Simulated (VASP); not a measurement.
Output of a VASP run:

**OUTCAR**
```
 ion  position               nearest neighbor table
   1  0.000  0.000  0.000-   3 1.84   6 1.84   5 1.89   4 1.89   4 1.89   5 1.89   2 3.38   2 3.38
                             2 3.38   2 3.38   2 3.38   2 3.38   2 3.38   2 3.38
   2  0.500  0.500  0.500-   4 1.84   5 1.84   3 1.89   6 1.89   3 1.89   6 1.89   1 3.38   1 3.38
                             1 3.38   1 3.38   1 3.38   1 3.38   1 3.38   1 3.38
   3  0.301  0.301  0.000-   1 1.84   2 1.89   2 1.89
   4  0.801  0.199  0.500-   2 1.84   1 1.89   1 1.89
   5  0.199  0.801  0.500-   2 1.84   1 1.89   1 1.89
   6  0.699  0.699  0.000-   1 1.84   2 1.89   2 1.89
  LATTYP: Found a simple tetragonal cell.
 ALAT       =     4.3192390537
 C/A-ratio  =     0.6677898637
 Subroutine PRICEL returns:
 Original cell was already a primitive cell.
 Subroutine GETGRP returns: Found 16 space group operations
The static configuration has the point symmetry D_2h.
 The point group associated with its full space group is D_4h.
The dynamic configuration has the point symmetry D_2h.
 Subroutine INISYM returns: Found 16 space group operations
 Subroutine IBZKPT returns following result:
 Found     30 irreducible k-points:

 Following reciprocal coordinates:
            Coordinates               Weight
  0.000000  0.000000  0.000000      1.000000
  0.200000  0.000000  0.000000      4.000000
  0.400000  0.000000  0.000000      4.000000
  0.200000  0.200000  0.000000      4.000000
  0.400000  0.200000  0.000000      8.000000
  0.400000  0.400000  0.000000      4.000000
  0.000000  0.000000  0.125000      2.000000
  0.200000  0.000000  0.125000      8.000000
  0.400000  0.000000  0.125000      8.000000
  0.200000  0.200000  0.125000      8.000000
  0.400000  0.200000  0.125000     16.000000
  0.400000  0.400000  0.125000      8.000000
  0.000000  0.000000  0.250000      2.000000
  0.200000  0.000000  0.250000      8.000000
  0.400000  0.000000  0.250000      8.000000
  0.200000  0.200000  0.250000      8.000000
  0.400000  0.200000  0.250000     16.000000
  0.400000  0.400000  0.250000      8.000000
  0.000000  0.000000  0.375000      2.000000
  0.200000  0.000000  0.375000      8.000000
  0.400000  0.000000  0.375000      8.000000
  0.200000  0.200000  0.375000      8.000000
  0.400000  0.200000  0.375000     16.000000
  0.400000  0.400000  0.375000      8.000000
  0.000000  0.000000  0.500000      1.000000
  0.200000  0.000000  0.500000      4.000000
  0.400000  0.000000  0.500000      4.000000
  0.200000  0.200000  0.500000      4.000000
  0.400000  0.200000  0.500000      8.000000
  0.400000  0.400000  0.500000      4.000000
   k-points           NKPTS =     30   k-points in BZ     NKDIM =     30   number of bands    NBANDS=     20
   number of dos      NEDOS =    301   number of ions     NIONS =      6
   total plane-waves  NPLWV =  31104
   dimension x,y,z NGX =    36 NGY =   36 NGZ =   24
   dimension x,y,z NGXF=    72 NGYF=   72 NGZF=   48
   ions per type =               2   4
   PREC   = accura    normal or accurate (medium, high low for compatibility)
   ISTART =      0    job   : 0-new  1-cont  2-samecut
   ICHARG =      2    charge: 1-file 2-atom 10-const
   ISPIN  =      1    spin polarized calculation?
   LNONCOLLINEAR =      F non collinear calculations
   LSORBIT =      F    spin-orbit coupling
   INIWAV =      1    electr: 0-lowe 1-rand  2-diag
   ENCUT  =  620.0 eV  45.57 Ry    6.75 a.u.   8.77  8.77  5.86*2*pi/ulx,y,z
   NELM   =    100;   NELMIN=  2; NELMDL= -5     # of ELM steps
   EDIFF  = 0.1E-05   stopping-criterion for ELM
   LREAL  =      F    real-space projection
   NLSPLINE    = F    spline interpolate recip. space projectors
   LMAXMIX     =    2 max onsite mixed and CHGCAR
   VOSKOWN=      0    Vosko Wilk Nusair interpolation
   EDIFFG = -.2E-01   stopping-criterion for IOM
   NSW    =     40    number of steps for IOM
   NBLOCK =      1;   KBLOCK =     40    inner block; outer block
   IBRION =      2    ionic relax: 0-MD 1-quasi-New 2-CG
   NFREE  =      1    steps in history (QN), initial steepest desc. (CG)
   ISIF   =      3    stress and relaxation
...
```

**OSZICAR**
```
       N       E                     dE             d eps       ncg     rms          rms(c)
DAV:   1     0.222210518449E+03    0.22221E+03   -0.20674E+04  1232   0.177E+03
DAV:   2    -0.246436376943E+02   -0.24685E+03   -0.23809E+03  1568   0.376E+02
DAV:   3    -0.338601738949E+02   -0.92165E+01   -0.91950E+01  1416   0.740E+01
DAV:   4    -0.339169319859E+02   -0.56758E-01   -0.56745E-01  1384   0.659E+00
DAV:   5    -0.339172201052E+02   -0.28812E-03   -0.28811E-03  1376   0.479E-01    0.941E+00
DAV:   6    -0.316558382299E+02    0.22614E+01   -0.85646E+00  1352   0.235E+01    0.283E+00
DAV:   7    -0.316472503956E+02    0.85878E-02   -0.12602E-01  1324   0.265E+00    0.181E+00
DAV:   8    -0.316606310650E+02   -0.13381E-01   -0.29756E-02  1312   0.226E+00    0.171E-01
DAV:   9    -0.316607995780E+02   -0.16851E-03   -0.27281E-03  1424   0.420E-01    0.637E-02
DAV:  10    -0.316609615785E+02   -0.16200E-03   -0.15148E-04  1324   0.116E-01    0.127E-02
DAV:  11    -0.316609609245E+02    0.65391E-06   -0.15994E-05  1396   0.336E-02    0.300E-03
DAV:  12    -0.316609610455E+02   -0.12097E-06   -0.16584E-06   872   0.116E-02
   1 F= -.21585331E+02 E0= -.21585331E+02  d E =-.215853E+02
```

File OUTCAR:
```
------------------------ aborting loop because EDIFF is reached ----------------------------------------
  FORCE on cell =-STRESS in cart. coord.  units (eV):
  Direction    XX          YY          ZZ          XY          YZ          ZX
  --------------------------------------------------------------------------------------
  Total       10.1122935     10.1122935     10.1830663      0.0000000      0.0000000      0.0000000
  in kB      301.0916431    301.0916431    303.1988905      0.0000000      0.0000000      0.0000000
  external PRESSURE =       1.7940589 kB  Pullay stress =     300.0000000 kB
  volume of cell :       53.81
      direct lattice vectors                 reciprocal lattice vectors
     4.319239054  0.000000000  0.000000000     0.231522263  0.000000000  0.000000000
     0.000000000  4.319239054  0.000000000     0.000000000  0.231522263  0.000000000
     0.000000000  0.000000000  2.884344059     0.000000000  0.000000000  0.346699277
 POSITION                                       TOTAL-FORCE (eV/Angst)
 -----------------------------------------------------------------------------------
      0.00000      0.00000      0.00000         0.000000      0.000000      0.000000
      2.15962      2.15962      1.44217         0.000000      0.000000      0.000000
      1.30061      1.30061      0.00000         0.006183      0.006183      0.000000
      3.46023      0.85901      1.44217         0.006183     -0.006183     -0.000000
      0.85901      3.46023      1.44217        -0.006183      0.006183      0.000000
      3.01863      3.01863      0.00000        -0.006183     -0.006183     -0.000000
 -----------------------------------------------------------------------------------
    total drift:                                0.000000      0.000000      0.000000
  FREE ENERGIE OF THE ION-ELECTRON SYSTEM (eV)
  ---------------------------------------------------
  free  energy   TOTEN  =       -31.6609610455 eV

  energy  without entropy=      -31.6609610455  energy(sigma->0) =      -31.66096105
  enthalpy is  TOTEN    =       -21.5853308597 eV   P V=       10.0756301859

 reached required accuracy - stopping structural energy minimisation
```
(Selected blocks of OUTCAR.)

POSCAR:
```
MgF2
1
    4.3192390537     0.0000000000     0.0000000000
    0.0000000000     4.3192390537     0.0000000000
    0.0000000000     0.0000000000     2.8843440590
Mg F
2 4
Direct
  0.0000000000   0.0000000000   0.0000000000
  0.5000000000   0.5000000000   0.5000000000
  0.3011204801   0.3011204801   0.0000000000
  0.8011204801   0.1988795199   0.5000000000
  0.1988795199   0.8011204801   0.5000000000
  0.6988795199   0.6988795199   0.0000000000
```

Problem. Write an INCAR and KPOINTS that could have produced this output.

Solution. One answer among several that fit: the input of the run itself, PBEsol GGA, plane waves, VASP's PBE PAW potentials (set 64).

### INCAR
```
! general
SYSTEM =MgF2
PREC   =Accurate
ENCUT  =620   ! plane-wave cut-off (eV)
LREAL  =.FALSE.
LASPH  =.TRUE.   ! aspherical one-centre terms

! electronic loop
EDIFF  =1E-6   ! SCF stop (eV)
NELM   =100   ! most electronic steps
ALGO   =Normal   ! blocked Davidson

! smearing
ISMEAR =0
SIGMA  =0.05   ! width (eV)

! functional
GGA    =PS   ! PBEsol

! ions
IBRION =2   ! conjugate gradients
NSW    =40   ! most ionic steps
ISIF   =3
EDIFFG =-0.02
PSTRESS=300   ! kbar

! output
LWAVE  =.FALSE.
LCHARG =.FALSE.
```

**KPOINTS**
```
kpoints
0
Gamma
  5 5 8
0 0 0
```

POTCAR, in this order: Mg F (PBE.64 set). Program: vasp_std.

The compound is MgF2 in the rutile structure. It was relaxed first under an external pressure of 30 GPa.
